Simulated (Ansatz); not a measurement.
# 2H-NbSTe monolayer in a perpendicular field, part 2 of 2

What dipole does a perpendicular field induce in the 2H-NbSTe monolayer? A positive field points along +c.

Ansatz 0.2.0; plane-wave DFT, PBE-D3(BJ), Ansatz PAW.

So far. Step 2 (Relaxing the slab): The lattice constant a goes from 3.620 to 3.489 Å.

## 3. Atoms held, field 0

A sawtooth potential applies the field, turning back in the middle of the vacuum. With the dipole correction the typed value is the field outside the slab. The induced dipole is small, so the SCF threshold is tight.

The cell differs from the one that the last finished run ended in (c 37.829 → 21.380 Å).

File input.yaml:

```yaml
crystal:
  lattice:
    - [3.4889955157, 0.0, 0.0]
    - [-1.7444977578, 3.0215587502, 0.0]
    - [0.0, 0.0, 21.3803214185]
  atoms:
    - { symbol: Te, position: [0.3333333333, 0.6666666667, 0.4209478344], spin: 0.02 }
    - { symbol: Nb, position: [0.0, 0.0, 0.5130545305], spin: 0.27 }
    - { symbol: S, position: [0.3333333333, 0.6666666667, 0.5790521656], spin: 0.04 }
magnetization:
  spin_polarized: true
kpoints:
  mp_grid: { grid: [18, 18, 1] }
  band_path:
    path: [[0, 0, 0], [0.5, 0, 0], [0.33333333, 0.33333333, 0], [0, 0, 0]]
    npoints: 16
hamiltonian:
  xc: pbe
  dispersion: d3bj
scf:
  occupations: { method: fermi_dirac, width: 0.02585 }
  convergence: { dr2_threshold: 1.0e-10 }
efield:
  axis: 3
  dipole_correction: true
  ramp_position: 0.97
  ramp_width: 0.06
  amplitude: 0
output:
  dos: { projected: true, e_range: [-6, 5] }
  write_potential: true
  write_density: true
  volumetric_format: npy
  elf: true
```

The run is started by

```console
$ ansatz run input.yaml --threads 2 --pin off --max-ram 3072MiB --backend cpu --events-out ev --progress --plain --runs-dir out
```

Numbers of over 12 decimals in the logs are rounded to 6 here.

The log of the run:

```text
[...]
Crystal: 3 atoms, lattice volume = 225.396 Å³
Basis set: ecut = 420 eV, 4385 PW (Γ)
Bands: 22, of which v1, the nominal top of the filled ones, is band 18 counted from 1 (17 counted from 0)
Symmetry: 6 space group operations
k-points: 37 of 324 (time reversal used)
[...]
Starting moments: Σ|m| = 0.33 μB on 3 of 3 sites
[...]
SCF iter   1: F=—  HF=-12437.126889 eV  |F-HF|=—  |Δ(HF+E_count)|=         —  Δρ=1.31e-2 (↑1.31e-2 ↓1.20e-2)  dr2=2.22e0  dr2_m=2.99e-3  M=0.218 μB ∫|m|=0.220 μB  β_m=0.88  ethr=3.10e-3  p=0.000 e·Å  D=1.20e-7 V/Å  ΔV_dip=-0.00 eV  dr2_dipole=1.40e-2  V_vac-E_F(+/−)=5.76/5.76 eV  ⟨swp⟩=10.4  Hψ=9940  notcnv=0
[...]
efield: sawtooth ramp at fractional position 0.9700 (set: `efield.ramp_position`, or a place that a band, a saddle search or an elastic batch's reference lends), width 0.0600; the density the first Hamiltonian is built on has a dipole p = 0.000 e·Å; the dipole correction subtracts the counter field D = 1.20e-7 V/Å, which shifts the + side's vacuum level by -0.00 eV against the − side's; the planar-averaged density in the ramp window peaks in size at 3.0e-6 e/Å³
[...]
SCF iter   2: F=—  HF=-12437.197988 eV  |F-HF|=—  |Δ(HF+E_count)|=   7.11e-2  Δρ=8.00e-3 (↑8.00e-3 ↓7.95e-3)  dr2=7.57e-1  dr2_m=1.19e-4  M=0.229 μB ∫|m|=0.231 μB  β_m=0.49  ethr=3.10e-3  p=-0.010 e·Å  D=-7.78e-3 V/Å  ΔV_dip=0.17 eV  dr2_dipole=7.65e-3  V_vac-E_F(+/−)=5.52/5.35 eV  ⟨swp⟩=2.0  Hψ=2981  notcnv=0  defer=9
density mixer auto → msr1: a metal under ldos (density of states about μ 1.00 of a free-electron gas's, 12 screened modes)
SCF iter   3: F=—  HF=-12437.493547 eV  |F-HF|=—  |Δ(HF+E_count)|=   2.96e-1  Δρ=3.19e-3 (↑2.66e-3 ↓3.19e-3)  dr2=4.73e-2  dr2_m=2.81e-3  M=0.315 μB ∫|m|=0.318 μB  β_m=0.66  ethr=2.16e-3  p=-0.023 e·Å  D=-1.87e-2 V/Å  ΔV_dip=0.40 eV  dr2_dipole=2.61e-3  V_vac-E_F(+/−)=5.32/4.92 eV  ⟨swp⟩=3.0  Hψ=3004  notcnv=0  defer=9
[...]
SCF iter  13: F=-12437.545961 eV  HF=-12437.545961 eV  |F-HF|=3.27e-11  |Δ(HF+E_count)|=  3.40e-10  Δρ=6.08e-8 (↑6.08e-8 ↓5.65e-8)  dr2=2.23e-11  dr2_m=3.00e-12  M=0.655 μB ∫|m|=0.670 μB  ethr=1.00e-12  p=-0.037 e·Å  D=-2.95e-2 V/Å  ΔV_dip=0.63 eV  dr2_dipole=1.03e-12  V_vac-E_F(+/−)=5.48/4.85 eV  ⟨swp⟩=2.9  Hψ=6255  notcnv=0
SCF 1 converged in 13 iterations: F = -12437.545961 eV  dr2 = 2.23e-11
[...]
NSCF: frozen V_eff on 49 k-points
efield: sawtooth ramp at fractional position 0.9700 (kept from the solve that this one continues, or follows in the run), width 0.0600; the density the first Hamiltonian is built on has a dipole p = -0.037 e·Å; the dipole correction subtracts the counter field D = -2.95e-2 V/Å, which shifts the + side's vacuum level by +0.63 eV against the − side's; the planar-averaged density in the ramp window peaks in size at 3.0e-6 e/Å³
SCF converged after 13 iterations
Magnetization: 0.6549 μB (17.8275 up, 17.1725 down)
Absolute magnetization: 0.6707 μB (∫|ρ↑−ρ↓|, with the PAW one-centre terms)
[...]
Per-site moments (μB) at R_I (Å): [(0.019845, 1.162030), (0.303277, 1.014512), (0.045291, 1.014512)]
Free energy (F): -12437.545961 eV
[...]
Internal energy: -12437.541787 eV  (E = F + TS)
E sigma→0 (E₀):  -12437.543874 eV
Entropy (-TS):   -0.004174 eV (-1.391 meV/atom)
Fermi energy:    -0.310087 eV
Dipole field:    D = -0.029514 V/Å  (p = -0.036764 e·Å, saw-weighted, corrected)
Work function:   Φ+ = 5.4792 eV   Φ− = 4.8482 eV
Levels:          The Fermi level and band energies are counted from a zero that moves with the ramp; work functions are not
[...]
--- Band table (eV; the first three rows and the last of 74) ---
  k-point 0 ↑: bands = [... 14 lower, -2.4562, -0.8796, -0.8796, 0.3458, 2.4451, 2.4451, 3.0044, 3.0044]
  k-point 1 ↑: bands = [... 14 lower, -2.4185, -0.9612, -0.9182, 0.3080, 2.3961, 2.4916, 2.7646, 2.9545]
  k-point 2 ↑: bands = [... 14 lower, -2.3793, -1.1928, -1.0100, 0.1760, 2.1519, 2.4640, 2.5272, 2.9109]
  k-point 36 ↓: bands = [... 14 lower, -3.5856, -3.1794, -1.9361, 0.0736, 1.4831, 2.6296, 3.2485, 4.2411]
```

It took 26 s on 2 threads of Intel Xeon 6975P-C (Granite Rapids), shared host; peak memory 0.76 GiB; 49 s of CPU time.

Numbers from this step:

```yaml
energy_at_zero_smearing: -12437.5439 eV
total_moment: 0.6549 μB
site_moments: 0.01985, 0.3033, 0.04529 μB
work_function_upper_face: 5.479 eV
work_function_lower_face: 4.848 eV
dipole_along_the_normal: -0.03676 e·Å
step_between_the_vacuum_levels: 0.6310 eV
```

Running mean over a fixed 2.5 Å (it still follows the layers) of the planar mean; the ramp of the sawtooth is left out. Table of electron's electrostatic potential energy less the Fermi level by z:

| z (Å) | electron's electrostatic potential energy less the Fermi level (eV) |
| --- | --- |
| 3.0 | 4.85 |
| 3.5 | 4.85 |
| 4.0 | 4.85 |
| 4.5 | 4.85 |
| 5.0 | 4.84 |
| 5.5 | 4.83 |
| 6.0 | 4.78 |
| 6.5 | 4.55 |
| 7.0 | 3.65 |
| 7.5 | 2.17 |
| 8.0 | 1.17 |
| 8.5 | -0.432 |
| 9.0 | -1.99 |
| 9.5 | -4.15 |
| 10.0 | -6.63 |
| 10.5 | -8.59 |
| 11.0 | -9.34 |
| 11.5 | -9.65 |
| 12.0 | -7.78 |
| 12.5 | -3.93 |
| 13.0 | -0.832 |
| 13.5 | 1.67 |
| 14.0 | 3.88 |
| 14.5 | 5.12 |
| 15.0 | 5.41 |
| 15.5 | 5.46 |
| 16.0 | 5.48 |
| 16.5 | 5.48 |
| 17.0 | 5.48 |
| 17.5 | 5.48 |
| 18.0 | 5.48 |

The density of states has structure finer than the step of the table below, so its rows give means over 0.25 eV, whole bins alone (the curve runs from -6 to 1.99 eV). Peaks (eV: height): total -3.820: 6.55, -3.660: 6.85, -3.520: 8.72, -3.110: 6.65, -2.940: 8.17, -1.560: 9.21, -0.290: 6.38; up -3.990: 5.01, -3.660: 6.44, -3.110: 5.89, -2.940: 5.48, -1.640: 5.53, -0.290: 6.38, 1.720: 3.58; down -4.430: 4.24, -3.820: 6.19, -3.520: 8.14, -3.020: 5.12, -2.720: 4.62, -1.560: 7.12, 1.970: 3.30.

Density of states against energy, zero at the Fermi level; means over each step; values in states/eV a cell:

| energy (eV) | total | up | down |
| --- | --- | --- | --- |
| -5.75 | 0 | 0 | 0 |
| -5.50 | 0.0287 | 0.0287 | 0 |
| -5.25 | 0.829 | 0.576 | 0.253 |
| -5.00 | 1.65 | 0.976 | 0.676 |
| -4.75 | 3.13 | 1.82 | 1.30 |
| -4.50 | 4.39 | 1.88 | 2.51 |
| -4.25 | 1.34 | 0.531 | 0.809 |
| -4.00 | 2.07 | 1.58 | 0.494 |
| -3.75 | 2.99 | 1.63 | 1.37 |
| -3.50 | 4.13 | 1.35 | 2.78 |
| -3.25 | 1.64 | 1.01 | 0.630 |
| -3.00 | 6.24 | 3.64 | 2.59 |
| -2.75 | 2.68 | 0.743 | 1.94 |
| -2.50 | 0.874 | 0.438 | 0.436 |
| -2.25 | 0.992 | 0.556 | 0.437 |
| -2.00 | 1.42 | 0.528 | 0.892 |
| -1.75 | 2.05 | 1.64 | 0.406 |
| -1.50 | 5.21 | 2.18 | 3.03 |
| -1.25 | 1.58 | 0.732 | 0.844 |
| -1.00 | 1.59 | 0.929 | 0.657 |
| -0.75 | 2.35 | 1.20 | 1.15 |
| -0.50 | 1.42 | 0.607 | 0.815 |
| -0.25 | 2.73 | 2.57 | 0.151 |
| 0.00 | 2.21 | 0.551 | 1.65 |
| 0.25 | 1.76 | 0.250 | 1.51 |
| 0.50 | 0.551 | 0.254 | 0.296 |
| 0.75 | 0.286 | 0.0298 | 0.256 |
| 1.00 | 0.112 | 0 | 0.112 |
| 1.25 | 0.00242 | 0.00242 | 0 |
| 1.50 | 0.450 | 0.450 | 0 |
| 1.75 | 2.52 | 2.23 | 0.289 |

Projected DOS per atom over height of the atomic layer and energy from the Fermi level. Layers: Te Nb S from below.

Ten even steps from '0' (0.00 states/eV) to '9' (2.60 states/eV), each cell a mean:
```
270
010
000
000
020
061
141
340
220
834
311
211
111
359
123
347
212
334
345
111
000
000
```
Columns: height of the atomic layer (Å) from 9 to 12.4 (not evenly spaced); rows upwards: energy from the Fermi level (eV) from -5.96 to 1.96.

Projected DOS per atom, spin up over height of the atomic layer and energy from the Fermi level. Layers: Te Nb S from below.

Ten even steps from '0' (0.00 states/eV) to '9' (1.20 states/eV), each cell a mean:
```
391
020
000
000
010
041
282
340
320
833
412
311
110
369
224
347
223
322
356
222
000
000
```
Columns: height of the atomic layer (Å) from 9 to 12.4 (not evenly spaced); rows upwards: energy from the Fermi level (eV) from -5.96 to 1.96.

Projected DOS per atom, spin down over height of the atomic layer and energy from the Fermi level. Layers: Te Nb S from below.

Ten even steps from '0' (0.00 states/eV) to '9' (1.41 states/eV), each cell a mean:
```
140
000
000
010
040
171
010
330
210
934
200
210
111
259
113
336
111
335
234
101
000
000
```
Columns: height of the atomic layer (Å) from 9 to 12.4 (not evenly spaced); rows upwards: energy from the Fermi level (eV) from -5.96 to 1.96.

Deep bands are left out, so band numbers here count from the lowest band kept and differ from the log's. The electronic bands at the labelled points (eV, zero at the Fermi level; # counts the bands kept):

| point | up #5 | up #6 | up #7 | up #8 | down #5 | down #6 | down #7 | down #8 |
| --- | --- | --- | --- | --- | --- | --- | --- | --- |
| Γ | -0.57 | -0.57 | 0.66 | 2.76 | -0.35 | -0.35 | 0.98 | 2.91 |
| halfway | -1.56 | -0.82 | -0.25 | 1.74 | -1.49 | -0.63 | 0.12 | 1.96 |
| M | -1.66 | -0.57 | -0.49 | 2.11 | -1.57 | -0.49 | -0.11 | 2.52 |
| halfway | -2.15 | -1.64 | -0.13 | 1.77 | -2.04 | -1.56 | 0.26 | 2.16 |
| K | -2.94 | -1.72 | -0.06 | 1.37 | -2.87 | -1.63 | 0.38 | 1.79 |
| halfway | -1.66 | -1.23 | -0.18 | 1.58 | -1.56 | -1.07 | 0.16 | 1.82 |
| Γ | -0.57 | -0.57 | 0.66 | 2.76 | -0.35 | -0.35 | 0.98 | 2.91 |

Spin density in the ca plane at fractional y = 0.667, with atoms of Te and S within 0.2 Å of it.

Values in units of 1e-2 e/Å³, 5 rows by 16 columns, each cell a mean:
```
 0.0  0.0  0.0  0.0  0.1  0.1  0.7  4.8  0.9  0.2  0.0  0.0  0.0  0.0  0.0  0.0
 0.0  0.0  0.0  0.0  0.1  0.3  0.7  3.2  0.7  0.3  0.0  0.0  0.0  0.0  0.0  0.0
 0.0  0.0  0.0  0.0 -0.1  0.2  0.1  0.5  0.4  1.5  0.2  0.0  0.0  0.0  0.0  0.0
 0.0  0.0  0.0  0.0 -0.2  0.1 -0.1  0.1  0.3  2.0  0.3  0.0  0.0  0.0  0.0  0.0
 0.0  0.0  0.0  0.0  0.1  0.3  0.6  1.9  0.5  0.6  0.1  0.0  0.0  0.0  0.0  0.0
```
Columns run along c (16.0 Å, from fractional 0.17 to 0.92 of the cell), rows up along a (3.5 Å). Atoms in or near the plane, at fractional coordinates: Te at (0.42, 0.33), S at (0.58, 0.33).

Electrostatic potential energy in the ca plane at fractional y = 0.667, with atoms of Te and S within 0.2 Å of it. With pseudopotentials it is smooth inside the atoms' cores, unlike the true potential.

Ten even steps from '0' (-25 eV) to '9' (5 eV), each cell a mean:
```
99999999999999999988887644578999999999999999
99999999999999999998887643578999999999999999
99999999999999999877777755678899999999999999
99999999999999998632247777764468999999999999
99999999999999997359834788610017999999999999
99999999999999996299963788400005999999999999
99999999999999997279953788500005999999999999
99999999999999998525425787741138999999999999
99999999999999999864467766777789999999999999
```
Columns run along c (16.0 Å, from fractional 0.09 to 0.84 of the cell; values clipped at the 3rd and 97th percentile), rows up along a (3.5 Å). Atoms in or near the plane, at fractional coordinates: Te at (0.42, 0.33), S at (0.58, 0.33).

Valence density in the ca plane at fractional y = 0.667, with atoms of Te and S within 0.2 Å of it. It is the smooth field of the valence electrons, not physical close to the nuclei.

Values in units of 1e0 e/Å³, 5 rows by 16 columns, each cell a mean:
```
0.0 0.0 0.0 0.0 0.0 0.0 0.1 0.2 0.3 0.4 0.1 0.0 0.0 0.0 0.0 0.0
0.0 0.0 0.0 0.0 0.0 0.0 0.2 0.4 0.3 0.3 0.3 0.1 0.0 0.0 0.0 0.0
0.0 0.0 0.0 0.0 0.0 0.1 1.9 4.7 0.4 0.5 0.9 0.4 0.0 0.0 0.0 0.0
0.0 0.0 0.0 0.0 0.0 0.1 3.2 8.2 0.4 0.5 0.8 0.6 0.0 0.0 0.0 0.0
0.0 0.0 0.0 0.0 0.0 0.0 0.5 1.0 0.3 0.4 0.6 0.2 0.0 0.0 0.0 0.0
```
Columns run along c (16.0 Å, from fractional 0.09 to 0.84 of the cell), rows up along a (3.5 Å). Atoms in or near the plane, at fractional coordinates: Te at (0.42, 0.33), S at (0.58, 0.33).

The work function of the upper face is 5.48 eV.

## 4. Atoms held, field 0.1 V/Å

Changes to input.yaml since step 3:

```diff
@@ -27,5 +27,4 @@
   ramp_width: 0.06
-  amplitude: 0
+  amplitude: 0.1
 output:
-  dos: { projected: true, e_range: [-6, 5] }
   write_potential: true
@@ -33,2 +32 @@
   volumetric_format: npy
-  elf: true
```

The log of the run:

```text
[...]
Crystal: 3 atoms, lattice volume = 225.396 Å³
Basis set: ecut = 420 eV, 4385 PW (Γ)
Bands: 22, of which v1, the nominal top of the filled ones, is band 18 counted from 1 (17 counted from 0)
Symmetry: 6 space group operations
k-points: 37 of 324 (time reversal used)
[...]
Starting moments: Σ|m| = 0.33 μB on 3 of 3 sites
[...]
k-point 0 ↑: bands = [... 14 lower, -2.4817, -0.8950, -0.8950, 0.3424, 2.4337, 2.4337, 2.9848, 2.9848]
  k-point 1 ↑: bands = [... 14 lower, -2.4433, -0.9773, -0.9338, 0.3039, 2.3851, 2.4804, 2.7443, 2.9347]
  k-point 2 ↑: bands = [... 14 lower, -2.4021, -1.2110, -1.0260, 0.1702, 2.1315, 2.4564, 2.5149, 2.8924]
  k-point 36 ↓: bands = [... 14 lower, -3.5962, -3.1923, -1.9534, 0.0571, 1.4681, 2.6121, 3.2299, 4.2248]
[key lines of the parts left out:]
SCF converged after 13 iterations
Magnetization: 0.6546 μB (17.8273 up, 17.1727 down)
Free energy (F): -12437.543934 eV
Fermi energy:    -0.321902 eV
Dipole field:    D = -0.003033 V/Å  (p = -0.003778 e·Å, saw-weighted, corrected)
```

It took 22 s on 2 threads; peak memory 0.77 GiB.

The dipole is -0.00378 e·Å, 0.0330 e·Å from its value without field.

## 5. Atoms held, field -0.1 V/Å

Changes to input.yaml since step 4:

```diff
@@ -27,3 +27,3 @@
   ramp_width: 0.06
-  amplitude: 0.1
+  amplitude: -0.1
 output:
```

The log of the run:

```text
[...]
Crystal: 3 atoms, lattice volume = 225.396 Å³
Basis set: ecut = 420 eV, 4385 PW (Γ)
Bands: 22, of which v1, the nominal top of the filled ones, is band 18 counted from 1 (17 counted from 0)
Symmetry: 6 space group operations
k-points: 37 of 324 (time reversal used)
[...]
Starting moments: Σ|m| = 0.33 μB on 3 of 3 sites
[...]
k-point 0 ↑: bands = [... 14 lower, -2.4316, -0.8650, -0.8650, 0.3482, 2.4556, 2.4556, 3.0232, 3.0232]
  k-point 1 ↑: bands = [... 14 lower, -2.3947, -0.9460, -0.9036, 0.3111, 2.4060, 2.5019, 2.7835, 2.9734]
  k-point 2 ↑: bands = [... 14 lower, -2.3574, -1.1756, -0.9950, 0.1809, 2.1709, 2.4704, 2.5386, 2.9286]
  k-point 36 ↓: bands = [... 14 lower, -3.5761, -3.1672, -1.9194, 0.0892, 1.4972, 2.6462, 3.2661, 4.2565]
[key lines of the parts left out:]
SCF converged after 13 iterations
Magnetization: 0.6552 μB (17.8276 up, 17.1724 down)
Free energy (F): -12437.551286 eV
Fermi energy:    -0.299136 eV
Dipole field:    D = -0.055971 V/Å  (p = -0.069718 e·Å, saw-weighted, corrected)
```

It took 22 s on 2 threads; peak memory 0.77 GiB.

The dipole is -0.0697 e·Å, -0.0330 e·Å from its value without field.

## 6. Response, atoms held

This step: plane-wave DFT, PBE-D3(BJ), Ansatz PAW; response to a field along the normal, atoms held (Ansatz 0.2.0).

The dipoles give the slope, and the difference of two potentials shows where the field is screened.

Numbers from this step:

* equivalent conductor thickness p/(ε₀AE): 5.659 Å
* distance between the outer atoms: 3.380 Å

Dipole of the cell against applied field:

| applied field (V/Å) | dipole of the cell (e·Å) |
| --- | --- |
| -0.1000 | -0.0697 |
| 0.0000 | -0.0368 |
| 0.1000 | -0.00378 |

The total moment stays at 0.655 μB for applied field from -0.1 to 0.1 V/Å.

Local field over the applied field, running mean. From the potentials at -0.1 and 0.1 V/Å; running mean over 2.5 Å. Local field over applied field against z:

z (Å), local field over applied field and a bar:
```
     4.01      0.999 ##############################
     4.31      0.998 ##############################
     4.75      0.995 ##############################
     5.05      0.991 ##############################
     5.49      0.977 #############################
     5.79      0.958 #############################
     6.24      0.907 ###########################
     6.53      0.849 #########################
     6.83      0.770 #######################
     7.28      0.626 ##################
     7.57      0.524 ###############
     8.02      0.368 ###########
     8.31      0.269 #######
     8.76      0.140 ###
     9.06      0.083 ##
     9.35      0.054 #
     9.80      0.039 
    10.10      0.032 
    10.54      0.027 
    10.84      0.032 
    11.28      0.051 #
    11.58      0.067 #
    12.03      0.109 ###
    12.32      0.166 ####
    12.62      0.248 #######
    13.07      0.399 ###########
    13.36      0.506 ###############
    13.81      0.663 ####################
    14.11      0.762 #######################
    14.55      0.881 ##########################
    14.85      0.932 ############################
    15.14      0.963 #############################
    15.59      0.986 ##############################
    15.89      0.993 ##############################
    16.33      0.998 ##############################
    16.63      0.999 ##############################
    17.07      1.000 ##############################
    17.37      1.000 ##############################
```

Electrons, planar mean, per unit field. The induced electron density by z:

z (Å), induced electron density (e/Å³ per V/Å) and a bar from the least value:
```
      4.5    0.00001 ################
      5.0    0.00004 ################
      5.5    0.00011 ################
      6.0    0.00031 #################
      6.5    0.00078 ###################
      7.0    0.00178 ########################
      7.5    0.00316 ##############################
      8.0    0.00299 #############################
      8.5    0.00089 ####################
      9.0    0.00077 ###################
      9.5    0.00060 ##################
     10.0   -0.00070 ############
     10.5   -0.00082 ############
     11.0    0.00094 ####################
     11.5    0.00012 ################
     12.0   -0.00079 ############
     12.5   -0.00076 ############
     13.0   -0.00314 #
     13.5   -0.00346 
     14.0   -0.00177 ########
     14.5   -0.00068 #############
     15.0   -0.00023 ###############
     15.5   -0.00007 ###############
     16.0   -0.00002 ################
     16.5   -0.00001 ################
     17.0    0.00000 ################
```

By hand: between -0.1 and 0.1 V/Å the dipole changes by 0.06594 e·Å, a slope of 0.3297 e·Å²/V. A perfect conductor of thickness t has p = ε₀AEt, so t = 180.95 × 0.3297 / 10.542 = 5.66 Å (e/ε₀ = 180.95 V·Å, A in Å²).

The induced dipole is that of a conductor 5.66 Å thick.

## 7. Summary of results

```
gap without field                          : none
work function, upper face                  : 5.48 eV
step between the vacuum levels             : 0.631 eV
equivalent conductor thickness, atoms held : 5.66 Å
```

What this shows: The induced dipole equals that of a perfect conductor 5.66 Å thick, while the outer atoms lie 3.38 Å apart. The two faces differ: the vacuum level above lies 0.63 eV higher than the one below. There is no gap over 0.03 eV, with or without the field. For an open d or f shell that can be the fault of a semilocal functional without a Hubbard term. The magnetic order is the one reached from the typed start; other orders were not compared. Spin-orbit coupling is left out, which matters for the bands of elements this heavy.

[Logs are printed without paths, hosts, clocks, repeated set-up lines and the standing remarks that a program may print on its own settings, such as how far it seeks lower states.]

[Hosts, paths, dates, database ids (printed as entryN), source tags and the programs' standing remarks are cut or masked in the printed files.]

[Maps of the electrostatic potential energy from Ansatz leave out the sawtooth potential of an applied field or a dipole correction, so their vacuum need not be flat; planar profiles and work functions include it.]

[The density of states shown here was stored with 400 of the rows of the run's finer table, so its peaks can read low, often by over a quarter, or be missed, and its means over a window can be off by a tenth or more.]
